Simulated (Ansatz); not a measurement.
**InSe: eigenvalues along the path**

```
In Se
1.0
     2.00000    1.15470    8.31667
    -2.00000    1.15470    8.31667
     0.00000   -2.30940    8.31667
In Se
2 2
Direct
  0.00000 0.00000 0.00000
  0.11220 0.11220 0.11220
  0.61550 0.61550 0.61550
  0.83000 0.83000 0.83000
```

Atoms are numbered in the order listed.

The cell is COD entry 1534648, which may be a prediction rather than a measurement; nothing was relaxed.

Spin–orbit coupling is left out, though it moves levels of the heavy atoms by tenths of an eV or more.

Computed with Ansatz 0.2.0, DFT, PBE, all-electron LAPW, scalar-relativistic.

Numerical set-up: a Γ-centred 7×7×7 k mesh, Fermi–Dirac smearing of 0.01 eV, basis error target 1 meV/atom, no spin polarisation.

Path points, in fractions of the reciprocal vectors: Γ (0.000, 0.000, 0.000), T (-0.500, -0.500, -0.500), H2 (-0.500, -0.180, -0.820), H0 (-0.180, 0.180, -0.500), L (0.000, 0.000, -0.500), S0 (0.000, 0.340, -0.340), S2 (-0.340, 0.000, -0.660), F (-0.500, 0.000, -0.500). Levels in eV from the valence-band top; bands 27 to 52, counted from the lowest band of the run. The gap is 0.40 eV, direct at T (-0.5, -0.5, -0.5) (so small a gap may close at points that the mesh and path miss).

```
# k(1/Å) point b27 b28 b29 b30 b31 b32 b33 b34 b35 b36 b37 b38 b39 b40 b41 b42 b43 b44 b45 b46 b47 b48 b49 b50 b51 b52
0.000 Γ -14.85 -14.66 -14.66 -14.58 -14.58 -14.57 -14.57 -14.39 -14.39 -14.38 -13.63 -13.17 -6.40 -3.44 -1.61 -1.36 -1.36 -1.23 -1.23 1.76 2.09 4.35 4.35 5.11 5.46 5.46
0.027 - -14.85 -14.66 -14.66 -14.58 -14.58 -14.57 -14.57 -14.39 -14.39 -14.38 -13.63 -13.17 -6.40 -3.45 -1.59 -1.36 -1.36 -1.23 -1.23 1.75 2.09 4.35 4.35 5.11 5.46 5.46
0.054 - -14.85 -14.66 -14.66 -14.58 -14.58 -14.57 -14.57 -14.39 -14.39 -14.38 -13.62 -13.17 -6.39 -3.50 -1.54 -1.37 -1.37 -1.22 -1.22 1.70 2.10 4.34 4.34 5.13 5.46 5.46
0.081 - -14.85 -14.66 -14.66 -14.58 -14.58 -14.57 -14.57 -14.39 -14.39 -14.38 -13.62 -13.18 -6.37 -3.57 -1.45 -1.37 -1.37 -1.22 -1.22 1.64 2.12 4.34 4.34 5.17 5.47 5.47
0.108 - -14.85 -14.66 -14.66 -14.58 -14.58 -14.57 -14.57 -14.39 -14.39 -14.38 -13.61 -13.19 -6.34 -3.65 -1.38 -1.38 -1.35 -1.21 -1.21 1.56 2.13 4.33 4.33 5.22 5.49 5.49
0.135 - -14.85 -14.66 -14.66 -14.58 -14.58 -14.57 -14.57 -14.39 -14.39 -14.38 -13.60 -13.20 -6.31 -3.75 -1.39 -1.39 -1.22 -1.20 -1.20 1.46 2.14 4.32 4.32 5.27 5.50 5.50
0.162 - -14.85 -14.66 -14.66 -14.58 -14.58 -14.57 -14.57 -14.39 -14.39 -14.39 -13.59 -13.21 -6.28 -3.86 -1.40 -1.40 -1.19 -1.19 -1.09 1.36 2.15 4.31 4.31 5.34 5.52 5.52
0.189 - -14.85 -14.66 -14.66 -14.58 -14.58 -14.57 -14.57 -14.39 -14.39 -14.39 -13.57 -13.23 -6.23 -3.96 -1.40 -1.40 -1.19 -1.19 -0.94 1.24 2.15 4.30 4.30 5.40 5.53 5.53
0.216 - -14.85 -14.66 -14.66 -14.58 -14.58 -14.57 -14.57 -14.39 -14.39 -14.39 -13.56 -13.24 -6.19 -4.07 -1.41 -1.41 -1.18 -1.18 -0.79 1.11 2.16 4.29 4.29 5.47 5.55 5.55
0.243 - -14.85 -14.66 -14.66 -14.58 -14.58 -14.57 -14.57 -14.39 -14.39 -14.39 -13.54 -13.26 -6.15 -4.16 -1.42 -1.42 -1.17 -1.17 -0.64 0.98 2.16 4.28 4.28 5.53 5.56 5.56
0.270 - -14.85 -14.66 -14.66 -14.58 -14.58 -14.57 -14.57 -14.39 -14.39 -14.39 -13.53 -13.28 -6.10 -4.25 -1.42 -1.42 -1.16 -1.16 -0.48 0.85 2.16 4.27 4.27 5.58 5.58 5.59
0.297 - -14.85 -14.66 -14.66 -14.58 -14.58 -14.57 -14.57 -14.39 -14.39 -14.39 -13.51 -13.29 -6.07 -4.32 -1.43 -1.43 -1.16 -1.16 -0.33 0.71 2.16 4.26 4.26 5.59 5.59 5.64
0.324 - -14.85 -14.66 -14.66 -14.58 -14.58 -14.57 -14.57 -14.39 -14.39 -14.39 -13.50 -13.30 -6.04 -4.38 -1.43 -1.43 -1.16 -1.16 -0.18 0.57 2.16 4.25 4.25 5.60 5.60 5.68
0.351 - -14.85 -14.66 -14.66 -14.58 -14.58 -14.57 -14.57 -14.39 -14.39 -14.39 -13.49 -13.31 -6.02 -4.41 -1.43 -1.43 -1.15 -1.15 -0.06 0.45 2.16 4.25 4.25 5.60 5.60 5.71
0.378 T -14.85 -14.66 -14.66 -14.58 -14.58 -14.57 -14.57 -14.39 -14.39 -14.39 -13.49 -13.32 -6.01 -4.43 -1.43 -1.43 -1.15 -1.15 0.00 0.40 2.16 4.25 4.25 5.60 5.60 5.71
0.450 - -14.85 -14.67 -14.66 -14.59 -14.58 -14.57 -14.56 -14.41 -14.39 -14.37 -13.47 -13.30 -6.00 -4.42 -1.52 -1.46 -1.32 -1.17 -0.01 0.55 2.25 4.17 4.27 5.51 5.64 5.76
0.522 - -14.85 -14.68 -14.66 -14.61 -14.58 -14.57 -14.56 -14.42 -14.39 -14.35 -13.42 -13.25 -5.99 -4.39 -1.74 -1.71 -1.51 -1.22 -0.04 0.89 2.47 3.96 4.32 5.30 5.68 5.90
0.593 - -14.85 -14.71 -14.66 -14.65 -14.57 -14.57 -14.56 -14.43 -14.39 -14.33 -13.34 -13.17 -5.97 -4.35 -2.14 -2.04 -1.62 -1.32 -0.10 1.26 2.76 3.71 4.38 5.05 5.68 6.16
0.665 - -14.85 -14.73 -14.69 -14.66 -14.57 -14.56 -14.55 -14.44 -14.39 -14.31 -13.23 -13.07 -5.95 -4.31 -2.57 -2.34 -1.77 -1.46 -0.20 1.62 3.00 3.54 4.43 4.81 5.64 6.50
0.737 - -14.86 -14.76 -14.73 -14.66 -14.57 -14.56 -14.55 -14.44 -14.40 -14.30 -13.11 -12.95 -5.95 -4.30 -2.93 -2.60 -1.97 -1.64 -0.35 1.94 3.00 3.61 4.44 4.62 5.55 6.79
0.809 - -14.88 -14.77 -14.77 -14.66 -14.58 -14.55 -14.54 -14.44 -14.40 -14.28 -12.97 -12.82 -5.96 -4.36 -3.18 -2.80 -2.21 -1.85 -0.52 2.19 2.85 3.83 4.41 4.52 5.41 6.68
0.881 - -14.90 -14.80 -14.78 -14.66 -14.58 -14.54 -14.53 -14.45 -14.40 -14.27 -12.82 -12.69 -6.01 -4.53 -3.26 -2.92 -2.48 -2.10 -0.72 2.37 2.69 4.01 4.38 4.52 5.25 6.52
0.953 - -14.92 -14.83 -14.78 -14.66 -14.58 -14.53 -14.53 -14.45 -14.40 -14.26 -12.67 -12.55 -6.07 -4.76 -3.22 -2.96 -2.75 -2.36 -0.94 2.38 2.61 4.07 4.45 4.60 5.12 6.43
1.025 - -14.94 -14.85 -14.78 -14.67 -14.58 -14.53 -14.52 -14.45 -14.40 -14.25 -12.52 -12.42 -6.15 -5.00 -3.18 -3.00 -2.86 -2.63 -1.18 2.22 2.62 4.02 4.62 4.71 5.06 6.45
1.097 - -14.96 -14.87 -14.78 -14.67 -14.58 -14.52 -14.52 -14.45 -14.41 -14.24 -12.39 -12.31 -6.22 -5.21 -3.39 -2.97 -2.84 -2.75 -1.41 2.02 2.61 3.93 4.71 4.83 5.19 6.57
1.169 - -14.97 -14.89 -14.78 -14.67 -14.57 -14.52 -14.52 -14.44 -14.41 -14.23 -12.27 -12.22 -6.27 -5.37 -3.63 -3.17 -2.73 -2.61 -1.63 1.84 2.58 3.80 4.63 5.04 5.47 6.76
1.241 - -14.98 -14.90 -14.78 -14.68 -14.57 -14.52 -14.52 -14.44 -14.41 -14.23 -12.18 -12.15 -6.29 -5.48 -3.83 -3.40 -2.57 -2.49 -1.80 1.70 2.53 3.65 4.54 5.27 5.80 6.95
1.313 - -14.99 -14.90 -14.78 -14.68 -14.57 -14.52 -14.52 -14.44 -14.42 -14.23 -12.12 -12.11 -6.29 -5.53 -3.98 -3.58 -2.48 -2.42 -1.86 1.64 2.48 3.48 4.46 5.50 6.14 7.06
1.385 H2 -14.99 -14.90 -14.78 -14.68 -14.56 -14.53 -14.52 -14.43 -14.42 -14.23 -12.11 -12.06 -6.28 -5.55 -4.05 -3.71 -2.58 -2.30 -1.79 1.65 2.43 3.32 4.39 5.67 6.47 6.94
1.403 - -14.99 -14.90 -14.78 -14.68 -14.56 -14.53 -14.52 -14.43 -14.42 -14.23 -12.11 -12.06 -6.28 -5.55 -4.05 -3.71 -2.59 -2.30 -1.78 1.66 2.42 3.32 4.39 5.67 6.48 6.93
1.422 - -14.99 -14.90 -14.78 -14.68 -14.56 -14.53 -14.52 -14.43 -14.42 -14.23 -12.11 -12.06 -6.28 -5.55 -4.05 -3.72 -2.60 -2.29 -1.78 1.67 2.41 3.32 4.38 5.68 6.49 6.92
1.441 - -14.99 -14.90 -14.78 -14.68 -14.56 -14.53 -14.52 -14.43 -14.42 -14.23 -12.11 -12.06 -6.28 -5.55 -4.05 -3.72 -2.61 -2.29 -1.77 1.68 2.39 3.33 4.38 5.68 6.49 6.92
1.459 - -14.99 -14.90 -14.78 -14.68 -14.56 -14.53 -14.52 -14.43 -14.42 -14.23 -12.11 -12.06 -6.28 -5.55 -4.05 -3.72 -2.62 -2.28 -1.77 1.69 2.36 3.34 4.37 5.68 6.50 6.92
1.478 - -14.99 -14.90 -14.78 -14.68 -14.56 -14.53 -14.52 -14.43 -14.42 -14.23 -12.11 -12.06 -6.28 -5.55 -4.05 -3.72 -2.62 -2.28 -1.76 1.70 2.34 3.35 4.36 5.69 6.49 6.92
1.497 - -14.99 -14.90 -14.78 -14.68 -14.56 -14.53 -14.52 -14.43 -14.42 -14.23 -12.11 -12.06 -6.27 -5.55 -4.05 -3.72 -2.62 -2.28 -1.76 1.71 2.33 3.36 4.36 5.69 6.49 6.93
1.515 - -14.99 -14.90 -14.78 -14.68 -14.56 -14.53 -14.52 -14.43 -14.42 -14.23 -12.11 -12.06 -6.27 -5.55 -4.05 -3.73 -2.62 -2.28 -1.76 1.71 2.32 3.37 4.36 5.69 6.49 6.93
1.534 - -14.99 -14.90 -14.78 -14.68 -14.56 -14.53 -14.52 -14.43 -14.42 -14.23 -12.11 -12.06 -6.27 -5.55 -4.05 -3.72 -2.62 -2.28 -1.76 1.71 2.33 3.36 4.36 5.69 6.49 6.93
1.553 - -14.99 -14.90 -14.78 -14.68 -14.56 -14.53 -14.52 -14.43 -14.42 -14.23 -12.11 -12.06 -6.28 -5.55 -4.05 -3.72 -2.62 -2.28 -1.76 1.70 2.34 3.35 4.36 5.69 6.49 6.92
1.571 - -14.99 -14.90 -14.78 -14.68 -14.56 -14.53 -14.52 -14.43 -14.42 -14.23 -12.11 -12.06 -6.28 -5.55 -4.05 -3.72 -2.62 -2.28 -1.77 1.69 2.36 3.34 4.37 5.68 6.50 6.92
1.590 - -14.99 -14.90 -14.78 -14.68 -14.56 -14.53 -14.52 -14.43 -14.42 -14.23 -12.11 -12.06 -6.28 -5.55 -4.05 -3.72 -2.61 -2.29 -1.77 1.68 2.39 3.33 4.38 5.68 6.49 6.92
1.609 - -14.99 -14.90 -14.78 -14.68 -14.56 -14.53 -14.52 -14.43 -14.42 -14.23 -12.11 -12.06 -6.28 -5.55 -4.05 -3.72 -2.60 -2.29 -1.78 1.67 2.41 3.32 4.38 5.68 6.49 6.92
1.627 - -14.99 -14.90 -14.78 -14.68 -14.56 -14.53 -14.52 -14.43 -14.42 -14.23 -12.11 -12.06 -6.28 -5.55 -4.05 -3.71 -2.59 -2.30 -1.78 1.66 2.42 3.32 4.39 5.67 6.48 6.93
1.646 H0 -14.99 -14.90 -14.78 -14.68 -14.56 -14.53 -14.52 -14.43 -14.42 -14.23 -12.11 -12.06 -6.28 -5.55 -4.05 -3.71 -2.58 -2.30 -1.79 1.65 2.43 3.32 4.39 5.67 6.47 6.94
1.686 - -14.99 -14.90 -14.78 -14.68 -14.56 -14.53 -14.52 -14.43 -14.42 -14.23 -12.12 -12.05 -6.27 -5.55 -4.04 -3.74 -2.67 -2.25 -1.74 1.70 2.41 3.25 4.37 5.70 6.62 6.79
1.726 - -14.99 -14.90 -14.78 -14.68 -14.56 -14.53 -14.52 -14.43 -14.42 -14.23 -12.13 -12.04 -6.28 -5.54 -4.01 -3.75 -2.75 -2.21 -1.68 1.77 2.37 3.19 4.35 5.67 6.60 6.76
1.767 - -14.99 -14.90 -14.78 -14.68 -14.57 -14.52 -14.52 -14.43 -14.42 -14.23 -12.15 -12.04 -6.28 -5.54 -3.94 -3.74 -2.83 -2.19 -1.64 1.86 2.33 3.16 4.34 5.55 6.38 6.87
1.807 - -14.99 -14.90 -14.78 -14.68 -14.57 -14.52 -14.52 -14.44 -14.42 -14.23 -12.17 -12.05 -6.30 -5.54 -3.85 -3.69 -2.91 -2.17 -1.60 1.96 2.28 3.15 4.34 5.37 6.14 6.94
1.847 - -14.99 -14.90 -14.78 -14.68 -14.57 -14.52 -14.52 -14.44 -14.41 -14.23 -12.19 -12.06 -6.32 -5.55 -3.75 -3.61 -2.96 -2.17 -1.58 2.01 2.25 3.17 4.35 5.16 5.91 6.98
1.888 - -14.99 -14.89 -14.78 -14.67 -14.58 -14.52 -14.51 -14.44 -14.41 -14.23 -12.21 -12.07 -6.34 -5.56 -3.64 -3.51 -2.99 -2.17 -1.56 1.97 2.28 3.24 4.35 4.93 5.70 6.98
1.928 - -14.99 -14.89 -14.78 -14.67 -14.58 -14.51 -14.51 -14.45 -14.41 -14.23 -12.24 -12.08 -6.37 -5.58 -3.55 -3.38 -2.98 -2.18 -1.56 1.87 2.31 3.34 4.31 4.73 5.57 6.95
1.968 - -14.99 -14.89 -14.78 -14.67 -14.58 -14.51 -14.51 -14.45 -14.41 -14.23 -12.26 -12.10 -6.39 -5.60 -3.50 -3.23 -2.91 -2.19 -1.57 1.74 2.31 3.48 4.25 4.54 5.53 6.89
2.008 - -14.99 -14.89 -14.78 -14.67 -14.59 -14.51 -14.50 -14.45 -14.40 -14.23 -12.28 -12.11 -6.42 -5.62 -3.49 -3.07 -2.79 -2.21 -1.58 1.60 2.27 3.63 4.19 4.39 5.59 6.82
2.049 - -14.99 -14.89 -14.78 -14.66 -14.59 -14.51 -14.50 -14.45 -14.40 -14.23 -12.30 -12.12 -6.44 -5.64 -3.50 -2.92 -2.64 -2.23 -1.61 1.47 2.20 3.71 4.20 4.28 5.72 6.74
2.089 - -15.00 -14.89 -14.78 -14.66 -14.59 -14.51 -14.50 -14.46 -14.40 -14.23 -12.32 -12.14 -6.46 -5.65 -3.52 -2.77 -2.51 -2.26 -1.64 1.34 2.12 3.71 4.12 4.39 5.89 6.64
2.129 - -15.00 -14.89 -14.78 -14.66 -14.59 -14.51 -14.50 -14.46 -14.40 -14.23 -12.33 -12.14 -6.47 -5.66 -3.53 -2.64 -2.39 -2.28 -1.67 1.23 2.05 3.68 4.05 4.56 6.07 6.54
2.170 - -15.00 -14.89 -14.78 -14.66 -14.59 -14.51 -14.50 -14.46 -14.40 -14.23 -12.34 -12.15 -6.48 -5.67 -3.54 -2.53 -2.37 -2.26 -1.69 1.16 2.00 3.65 4.00 4.70 6.24 6.45
2.210 L -15.00 -14.89 -14.78 -14.66 -14.59 -14.50 -14.50 -14.46 -14.40 -14.23 -12.34 -12.15 -6.48 -5.67 -3.54 -2.47 -2.40 -2.24 -1.70 1.14 1.98 3.64 3.98 4.76 6.32 6.41
2.275 - -14.99 -14.88 -14.78 -14.66 -14.59 -14.51 -14.50 -14.46 -14.40 -14.23 -12.36 -12.16 -6.46 -5.64 -3.59 -2.41 -2.39 -2.23 -1.68 1.15 1.98 3.64 4.00 4.76 6.33 6.43
2.341 - -14.99 -14.88 -14.78 -14.66 -14.59 -14.51 -14.50 -14.46 -14.40 -14.23 -12.42 -12.20 -6.39 -5.55 -3.71 -2.36 -2.30 -2.20 -1.62 1.19 1.98 3.64 4.04 4.76 6.35 6.50
2.406 - -14.97 -14.86 -14.78 -14.66 -14.59 -14.51 -14.50 -14.46 -14.40 -14.24 -12.51 -12.26 -6.29 -5.41 -3.84 -2.31 -2.20 -2.14 -1.50 1.27 1.98 3.65 4.10 4.76 6.39 6.57
2.472 - -14.96 -14.84 -14.78 -14.66 -14.59 -14.52 -14.51 -14.45 -14.40 -14.25 -12.63 -12.35 -6.18 -5.22 -3.91 -2.25 -2.14 -2.07 -1.35 1.38 2.00 3.68 4.18 4.76 6.42 6.63
2.537 - -14.94 -14.82 -14.78 -14.66 -14.59 -14.53 -14.52 -14.45 -14.40 -14.25 -12.75 -12.45 -6.10 -5.01 -3.90 -2.16 -2.10 -1.98 -1.21 1.54 2.04 3.76 4.25 4.75 6.43 6.65
2.602 - -14.92 -14.79 -14.78 -14.66 -14.58 -14.53 -14.53 -14.45 -14.40 -14.26 -12.89 -12.56 -6.06 -4.78 -3.78 -2.06 -2.06 -1.88 -1.11 1.74 2.09 3.87 4.27 4.73 6.42 6.58
2.668 - -14.89 -14.78 -14.76 -14.66 -14.58 -14.54 -14.53 -14.44 -14.40 -14.28 -13.03 -12.67 -6.07 -4.53 -3.55 -2.02 -1.96 -1.77 -1.06 1.98 2.17 4.00 4.23 4.70 6.35 6.43
2.733 - -14.87 -14.77 -14.73 -14.66 -14.58 -14.55 -14.54 -14.44 -14.40 -14.29 -13.16 -12.78 -6.12 -4.29 -3.25 -1.95 -1.84 -1.65 -1.05 2.12 2.36 4.00 4.24 4.66 6.15 6.24
2.799 - -14.86 -14.76 -14.69 -14.66 -14.57 -14.56 -14.55 -14.43 -14.39 -14.30 -13.29 -12.89 -6.18 -4.05 -2.90 -1.87 -1.72 -1.54 -1.09 2.14 2.64 3.77 4.44 4.60 5.84 6.08
2.864 - -14.85 -14.73 -14.66 -14.66 -14.57 -14.57 -14.55 -14.43 -14.39 -14.32 -13.40 -12.98 -6.25 -3.83 -2.53 -1.76 -1.61 -1.44 -1.13 2.09 2.80 3.62 4.53 4.67 5.58 5.90
2.929 - -14.85 -14.71 -14.66 -14.63 -14.57 -14.57 -14.56 -14.42 -14.39 -14.34 -13.49 -13.06 -6.31 -3.66 -2.18 -1.63 -1.51 -1.35 -1.18 2.00 2.66 3.75 4.46 4.91 5.40 5.72
2.995 - -14.85 -14.68 -14.66 -14.60 -14.58 -14.57 -14.56 -14.41 -14.39 -14.35 -13.57 -13.12 -6.36 -3.54 -1.88 -1.50 -1.43 -1.28 -1.22 1.89 2.39 4.03 4.40 5.09 5.33 5.58
3.060 - -14.85 -14.67 -14.66 -14.59 -14.58 -14.57 -14.56 -14.40 -14.39 -14.37 -13.61 -13.15 -6.39 -3.46 -1.67 -1.40 -1.38 -1.24 -1.23 1.80 2.17 4.26 4.36 5.11 5.41 5.49
3.126 Γ -14.85 -14.66 -14.66 -14.58 -14.58 -14.57 -14.57 -14.39 -14.39 -14.38 -13.63 -13.17 -6.40 -3.44 -1.61 -1.36 -1.36 -1.23 -1.23 1.76 2.09 4.35 4.35 5.11 5.46 5.46
3.202 - -14.85 -14.67 -14.66 -14.59 -14.58 -14.57 -14.56 -14.40 -14.39 -14.37 -13.61 -13.15 -6.39 -3.47 -1.70 -1.41 -1.39 -1.25 -1.23 1.81 2.20 4.22 4.37 5.12 5.39 5.50
3.278 - -14.85 -14.69 -14.66 -14.61 -14.57 -14.57 -14.56 -14.42 -14.39 -14.35 -13.54 -13.10 -6.35 -3.57 -1.98 -1.53 -1.45 -1.32 -1.22 1.93 2.49 3.92 4.42 5.13 5.22 5.65
3.354 - -14.85 -14.72 -14.66 -14.65 -14.57 -14.57 -14.56 -14.43 -14.39 -14.33 -13.45 -13.02 -6.29 -3.74 -2.36 -1.66 -1.56 -1.44 -1.18 2.06 2.86 3.55 4.49 5.01 5.13 5.92
3.430 - -14.86 -14.75 -14.68 -14.66 -14.57 -14.56 -14.55 -14.43 -14.40 -14.31 -13.33 -12.91 -6.21 -3.97 -2.76 -1.77 -1.70 -1.61 -1.13 2.15 3.19 3.21 4.53 4.85 5.14 6.27
3.507 - -14.87 -14.77 -14.72 -14.66 -14.57 -14.55 -14.55 -14.44 -14.40 -14.29 -13.18 -12.79 -6.12 -4.25 -3.15 -1.93 -1.86 -1.77 -1.08 2.18 2.88 3.48 4.51 4.71 5.20 6.60
3.583 - -14.89 -14.78 -14.76 -14.66 -14.58 -14.54 -14.54 -14.44 -14.40 -14.28 -13.02 -12.66 -6.05 -4.55 -3.47 -2.16 -2.12 -1.79 -1.04 2.16 2.64 3.59 4.51 4.61 5.33 6.75
3.659 - -14.92 -14.80 -14.79 -14.66 -14.58 -14.54 -14.53 -14.44 -14.40 -14.26 -12.86 -12.52 -6.01 -4.83 -3.68 -2.43 -2.42 -1.79 -1.02 2.12 2.49 3.51 4.52 4.61 5.54 6.64
3.735 - -14.94 -14.83 -14.79 -14.66 -14.58 -14.53 -14.53 -14.44 -14.40 -14.25 -12.69 -12.39 -6.02 -5.08 -3.77 -2.74 -2.70 -1.79 -1.05 2.06 2.42 3.31 4.46 4.76 5.81 6.44
3.812 - -14.96 -14.85 -14.78 -14.67 -14.58 -14.52 -14.52 -14.44 -14.41 -14.24 -12.54 -12.27 -6.07 -5.29 -3.73 -3.05 -2.98 -1.80 -1.13 2.02 2.41 3.10 4.40 4.94 6.11 6.29
3.888 - -14.98 -14.87 -14.78 -14.67 -14.58 -14.52 -14.52 -14.44 -14.41 -14.24 -12.39 -12.17 -6.15 -5.43 -3.61 -3.33 -3.23 -1.84 -1.24 1.99 2.43 2.95 4.33 5.12 6.19 6.51
3.964 - -14.99 -14.88 -14.78 -14.68 -14.57 -14.52 -14.52 -14.44 -14.41 -14.23 -12.28 -12.10 -6.21 -5.51 -3.65 -3.49 -3.31 -1.91 -1.38 1.94 2.43 2.93 4.25 5.32 6.25 6.86
4.040 - -14.99 -14.89 -14.78 -14.68 -14.57 -14.52 -14.52 -14.44 -14.42 -14.23 -12.19 -12.06 -6.25 -5.54 -3.85 -3.65 -3.08 -2.01 -1.53 1.86 2.42 3.04 4.20 5.51 6.40 7.10
4.117 - -14.99 -14.90 -14.78 -14.68 -14.57 -14.53 -14.52 -14.43 -14.42 -14.23 -12.14 -12.04 -6.27 -5.55 -3.99 -3.74 -2.83 -2.14 -1.67 1.77 2.39 3.20 4.23 5.67 6.58 6.99
4.193 S0 -14.99 -14.90 -14.78 -14.68 -14.56 -14.53 -14.52 -14.43 -14.42 -14.23 -12.11 -12.06 -6.27 -5.55 -4.05 -3.73 -2.62 -2.28 -1.76 1.71 2.32 3.37 4.36 5.69 6.49 6.93
4.211 - -14.99 -14.90 -14.78 -14.68 -14.56 -14.53 -14.52 -14.43 -14.42 -14.23 -12.11 -12.06 -6.27 -5.55 -4.05 -3.73 -2.63 -2.27 -1.76 1.71 2.33 3.36 4.35 5.69 6.50 6.92
4.229 - -14.99 -14.90 -14.78 -14.68 -14.56 -14.53 -14.52 -14.43 -14.42 -14.23 -12.11 -12.05 -6.27 -5.55 -4.05 -3.73 -2.63 -2.27 -1.76 1.71 2.34 3.34 4.35 5.69 6.52 6.91
4.247 - -14.99 -14.90 -14.78 -14.68 -14.56 -14.53 -14.52 -14.43 -14.42 -14.23 -12.11 -12.05 -6.27 -5.55 -4.05 -3.73 -2.64 -2.27 -1.75 1.70 2.36 3.32 4.36 5.69 6.54 6.89
4.266 - -14.99 -14.90 -14.78 -14.68 -14.56 -14.53 -14.52 -14.43 -14.42 -14.23 -12.11 -12.05 -6.27 -5.55 -4.05 -3.73 -2.64 -2.27 -1.75 1.70 2.38 3.30 4.36 5.70 6.55 6.87
4.284 - -14.99 -14.90 -14.78 -14.68 -14.56 -14.53 -14.52 -14.43 -14.42 -14.23 -12.11 -12.05 -6.27 -5.55 -4.05 -3.74 -2.64 -2.27 -1.75 1.69 2.40 3.28 4.37 5.70 6.57 6.85
4.302 - -14.99 -14.90 -14.78 -14.68 -14.56 -14.53 -14.52 -14.43 -14.42 -14.23 -12.11 -12.05 -6.27 -5.55 -4.05 -3.74 -2.64 -2.26 -1.75 1.69 2.41 3.27 4.37 5.70 6.58 6.84
4.320 - -14.99 -14.90 -14.78 -14.68 -14.56 -14.53 -14.52 -14.43 -14.42 -14.23 -12.11 -12.05 -6.27 -5.55 -4.05 -3.74 -2.64 -2.26 -1.75 1.69 2.41 3.27 4.37 5.70 6.58 6.83
4.338 - -14.99 -14.90 -14.78 -14.68 -14.56 -14.53 -14.52 -14.43 -14.42 -14.23 -12.11 -12.05 -6.27 -5.55 -4.05 -3.74 -2.64 -2.26 -1.75 1.69 2.41 3.27 4.37 5.70 6.58 6.84
4.356 - -14.99 -14.90 -14.78 -14.68 -14.56 -14.53 -14.52 -14.43 -14.42 -14.23 -12.11 -12.05 -6.27 -5.55 -4.05 -3.74 -2.64 -2.27 -1.75 1.69 2.40 3.28 4.37 5.70 6.57 6.85
4.374 - -14.99 -14.90 -14.78 -14.68 -14.56 -14.53 -14.52 -14.43 -14.42 -14.23 -12.11 -12.05 -6.27 -5.55 -4.05 -3.73 -2.64 -2.27 -1.75 1.70 2.38 3.30 4.36 5.70 6.55 6.87
4.393 - -14.99 -14.90 -14.78 -14.68 -14.56 -14.53 -14.52 -14.43 -14.42 -14.23 -12.11 -12.05 -6.27 -5.55 -4.05 -3.73 -2.64 -2.27 -1.75 1.70 2.36 3.32 4.36 5.69 6.54 6.89
4.411 - -14.99 -14.90 -14.78 -14.68 -14.56 -14.53 -14.52 -14.43 -14.42 -14.23 -12.11 -12.05 -6.27 -5.55 -4.05 -3.73 -2.63 -2.27 -1.76 1.71 2.34 3.34 4.35 5.69 6.52 6.91
4.429 - -14.99 -14.90 -14.78 -14.68 -14.56 -14.53 -14.52 -14.43 -14.42 -14.23 -12.11 -12.06 -6.27 -5.55 -4.05 -3.73 -2.63 -2.27 -1.76 1.71 2.33 3.36 4.35 5.69 6.50 6.92
4.447 S2 -14.99 -14.90 -14.78 -14.68 -14.56 -14.53 -14.52 -14.43 -14.42 -14.23 -12.11 -12.06 -6.27 -5.55 -4.05 -3.73 -2.62 -2.28 -1.76 1.71 2.32 3.37 4.36 5.69 6.49 6.93
4.483 - -14.99 -14.90 -14.78 -14.68 -14.57 -14.53 -14.52 -14.43 -14.42 -14.23 -12.11 -12.07 -6.28 -5.56 -4.05 -3.67 -2.56 -2.34 -1.78 1.70 2.27 3.44 4.43 5.60 6.32 7.01
4.519 - -14.99 -14.90 -14.78 -14.68 -14.57 -14.52 -14.52 -14.43 -14.42 -14.23 -12.11 -12.08 -6.28 -5.57 -4.02 -3.60 -2.51 -2.41 -1.77 1.71 2.21 3.51 4.50 5.45 6.14 7.11
4.555 - -14.99 -14.90 -14.78 -14.68 -14.57 -14.52 -14.52 -14.44 -14.42 -14.23 -12.12 -12.10 -6.29 -5.59 -3.97 -3.50 -2.49 -2.47 -1.76 1.72 2.15 3.57 4.54 5.25 6.00 7.20
4.591 - -14.99 -14.90 -14.78 -14.68 -14.57 -14.52 -14.52 -14.44 -14.41 -14.23 -12.13 -12.12 -6.30 -5.61 -3.91 -3.37 -2.53 -2.48 -1.72 1.74 2.09 3.63 4.51 5.02 5.92 7.30
4.627 - -14.99 -14.90 -14.78 -14.68 -14.58 -14.52 -14.51 -14.44 -14.41 -14.23 -12.14 -12.14 -6.31 -5.64 -3.83 -3.23 -2.58 -2.49 -1.69 1.75 2.04 3.66 4.42 4.80 5.93 7.39
4.663 - -14.99 -14.90 -14.78 -14.67 -14.58 -14.51 -14.51 -14.45 -14.41 -14.23 -12.16 -12.15 -6.32 -5.67 -3.74 -3.08 -2.62 -2.50 -1.65 1.72 2.03 3.68 4.29 4.57 6.02 7.46
4.699 - -14.99 -14.90 -14.78 -14.67 -14.58 -14.51 -14.51 -14.45 -14.41 -14.23 -12.18 -12.17 -6.34 -5.70 -3.64 -2.92 -2.66 -2.52 -1.62 1.65 2.05 3.65 4.17 4.36 6.16 7.50
4.735 - -14.99 -14.90 -14.78 -14.67 -14.58 -14.51 -14.51 -14.45 -14.40 -14.23 -12.20 -12.18 -6.35 -5.72 -3.55 -2.77 -2.69 -2.51 -1.60 1.56 2.07 3.57 4.08 4.20 6.34 7.48
4.771 - -14.99 -14.90 -14.78 -14.67 -14.59 -14.51 -14.50 -14.45 -14.40 -14.23 -12.22 -12.19 -6.37 -5.75 -3.47 -2.71 -2.66 -2.47 -1.58 1.46 2.09 3.48 3.94 4.16 6.53 7.43
4.807 - -14.99 -14.90 -14.78 -14.66 -14.59 -14.51 -14.50 -14.46 -14.40 -14.23 -12.24 -12.21 -6.38 -5.77 -3.40 -2.72 -2.62 -2.36 -1.56 1.36 2.08 3.39 3.80 4.18 6.72 7.34
4.843 - -14.99 -14.90 -14.78 -14.66 -14.59 -14.51 -14.50 -14.46 -14.40 -14.23 -12.25 -12.22 -6.39 -5.78 -3.34 -2.72 -2.60 -2.24 -1.55 1.26 2.05 3.34 3.68 4.22 6.90 7.24
4.879 - -14.99 -14.90 -14.78 -14.66 -14.59 -14.51 -14.50 -14.46 -14.40 -14.23 -12.26 -12.22 -6.40 -5.80 -3.31 -2.73 -2.58 -2.14 -1.54 1.18 2.02 3.30 3.60 4.26 7.05 7.16
4.915 - -14.99 -14.90 -14.78 -14.66 -14.59 -14.50 -14.50 -14.46 -14.40 -14.23 -12.26 -12.23 -6.40 -5.80 -3.29 -2.73 -2.57 -2.07 -1.54 1.13 1.99 3.28 3.56 4.28 7.08 7.18
4.951 F -14.99 -14.90 -14.78 -14.66 -14.59 -14.50 -14.50 -14.46 -14.40 -14.23 -12.26 -12.23 -6.41 -5.81 -3.28 -2.73 -2.56 -2.05 -1.54 1.11 1.98 3.28 3.54 4.29 7.06 7.22
```
